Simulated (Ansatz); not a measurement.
# Stress against strain in HfC

```xyz
2
Lattice="0.0000 2.3250 2.3250 2.3250 0.0000 2.3250 2.3250 2.3250 0.0000" Properties=species:S:1:pos:R:3 pbc="T T T"
Hf    2.3250    2.3250    2.3250
C     0.0000    0.0000    0.0000
```

Atom numbers follow the list: Hf1, C2.

The cell is COD entry 1539502, as deposited and not checked against the literature; nothing was relaxed.

Spin–orbit coupling is left out, though it moves levels of the heavy atoms by tenths of an eV or more.

Theory: DFT, PBE, all-electron LAPW, scalar-relativistic (Ansatz 0.2.0).

The runs use a Γ-centred 15×15×15 k mesh, Fermi–Dirac smearing of 0.05 eV, basis error target 1 meV/atom, no spin polarisation.

The strain is applied along the Cartesian axes of the cell as listed (the other components stay zero). Fractional coordinates are held (clamped ions).

σ is the change of stress from the unstrained cell, which is at 0.25 GPa; tension is positive, so slopes are stress–strain coefficients at that pressure. In a metal the k mesh adds noise.

Only quantities that a quadratic follows smoothly over the whole series are listed; rougher ones are left out.

| εxx = εyy | σzz (GPa) | σxx (GPa) |
| --- | --- | --- |
| -0.0300 | -6.61 | -21.55 |
| -0.0200 | -4.37 | -13.49 |
| -0.0100 | -2.16 | -6.34 |
| 0.0000 | 0.00 | 0.00 |
| 0.0100 | 2.07 | 5.63 |
| 0.0300 | 5.80 | 15.07 |

(1) Fit the series and read off the stiffness at zero strain.

(2) One run, at εxx = εyy = 0.0200, is withheld. Predict its row.

Answers

(1) Least-squares fits y = p0 + p1 x + p2 x² to the rows give σzz (GPa): p1 = 208, p2 = -450; σxx (GPa): p1 = 608, p2 = -3600. So 2 C12 = 208 GPa and C11 + C12 = 608 GPa.

(2) The fits give 3.97, 10.75; the run gave 4.00, 10.63.
